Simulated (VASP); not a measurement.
The system is MoP.

```xyz
2
Lattice="3.2230 0.0000 0.0000 -1.6115 2.7912 0.0000 0.0000 0.0000 3.1910" Properties=species:S:1:pos:R:3 pbc="T T T"
Mo    0.0000    0.0000    0.0000
P     0.0000    1.8608    1.5955
```

| Item | Value |
| --- | --- |
| Program | VASP 6.6.1 |
| Task | relaxation of cell and atoms |
| Functional | LDA |
| Potentials or basis | VASP PAW LDA potentials, release 54 (Mo, P) |
| Cutoff | 580 eV |
| k mesh | 10 × 10 × 8 |
| Occupations | gaussian, width 0.05 eV |
| Spin | no spin polarisation |
| Hubbard terms | Mo d U = 1 eV |

At the start: pressure -6.5 GPa; volume 14.35 Å³/atom.

Q: Where does the relaxation end?

A: Over 6 steps the energy falls by 7.7 meV/atom and the volume is 13.98 Å³/atom (-2.6 %); space group P-6m2 (No. 187, to 0.05 Å).

Step by step:
| step | energy change (eV) | largest force (eV/Å) | pressure (GPa) | volume (Å³) |
| --- | --- | --- | --- | --- |
| 1 | 0.0000 | 0.0000 | -6.47 | 28.71 |
| 2 | -0.0111 | 0.0000 | -3.51 | 28.35 |
| 3 | -0.0154 | 0.0000 | 0.09 | 27.95 |
| 4 | -0.0154 | 0.0000 | -0.02 | 27.96 |
| 5 | -0.0155 | 0.0000 | -0.10 | 27.96 |
| 6 | -0.0155 | 0.0000 | -0.05 | 27.96 |

Final structure:
```
Mo P
1.0
     3.19459    0.00000    0.00000
    -1.59730    2.76660    0.00000
     0.00000    0.00000    3.16307
Mo P
1 1
Direct
  0.00000 0.00000 0.00000
  0.33333 0.66667 0.50000
```

Caveat: U without spin polarisation on a metal has little footing; the U is typed as a test and isn't derived for this compound.
